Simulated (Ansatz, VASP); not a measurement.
# Two plane-wave programs on ZnO

File INCAR:

```
SYSTEM = ZnO
  ALGO = Normal
  EDIFF = 1E-6
  ENCUT = 520
  GGA = PS
  ISIF = 2
  ISMEAR = 0
  LASPH = .TRUE.
  LCHARG = .FALSE.
  LREAL = .FALSE.
  LWAVE = .FALSE.
  NBANDS = 26
  NELM = 100
  PREC = Accurate
  SIGMA = 0.05
```

Contents of KPOINTS:

```
k-points
0
G
  9 9 6
  0 0 0
```

File POSCAR:

```
ZnO
1.0
    3.1681637558      0.0000000000      0.0000000000
   -1.5840818779      2.7437102959      0.0000000000
    0.0000000000      0.0000000000      5.2038000000
Zn O
2 2
Direct
    0.3333333333      0.6666666667      0.0000000000
    0.6666666667      0.3333333333      0.5000000000
    0.3333333333      0.6666666667      0.3821000000
    0.6666666667      0.3333333333      0.8821000000
```

Input for Ansatz:

```yaml
crystal:
  lattice:
    - [3.1681637558, 0.0, 0.0]
    - [-1.5840818779, 2.7437102959, 0.0]
    - [0.0, 0.0, 5.2038]
  atoms:
    - { symbol: Zn, position: [0.3333333333, 0.6666666667, 0.0] }
    - { symbol: Zn, position: [0.6666666667, 0.3333333333, 0.5] }
    - { symbol: O, position: [0.3333333333, 0.6666666667, 0.3821] }
    - { symbol: O, position: [0.6666666667, 0.3333333333, 0.8821] }
basis:
  ecutwfc: 420
kpoints:
  mp_grid: { grid: [9, 9, 6] }
hamiltonian:
  xc: pbesol
scf:
  occupations: { method: gaussian, width: 0.05 }
output:
  forces: true
  stress: true
  eigenvalues: true
```

Change from the starting cell: strain -0.025 along x and y, +0.000 along z, atoms carried along.

Alike in both runs: task single point; functional PBEsol; k mesh 9 × 9 × 6; occupations gaussian, width 0.05 eV; no spin polarisation.

```csv
,VASP,Ansatz
version,VASP 6.6.1,Ansatz 0.2.0
potentials or method,"VASP PAW PBE potentials, release 64 (Zn, O)","scalar-relativistic, plane waves, PAW"
plane-wave cutoff (eV),520,420
valence electrons in the cell,36,36
```

```tsv
	VASP	Ansatz	Ansatz less VASP
gap on the k mesh at the Fermi level (eV)	0.72	0.73	+0.013
least direct gap on the mesh (eV)	0.72	0.73	+0.013
pressure (GPa)	7.8	6.7	-1.12
largest component of the traceless stress (GPa)	4.33	4.14	-0.190
rms of the force components (eV/Å)	0.176	0.166	-0.0101
```

Atom by atom the forces differ by 0.010 eV/Å (rms over components). The functional is the same, so the differences come from potentials, cutoffs and numerics.

Caveats: the PAW data sets were made with another functional, which shifts forces and pressure a little (VASP).
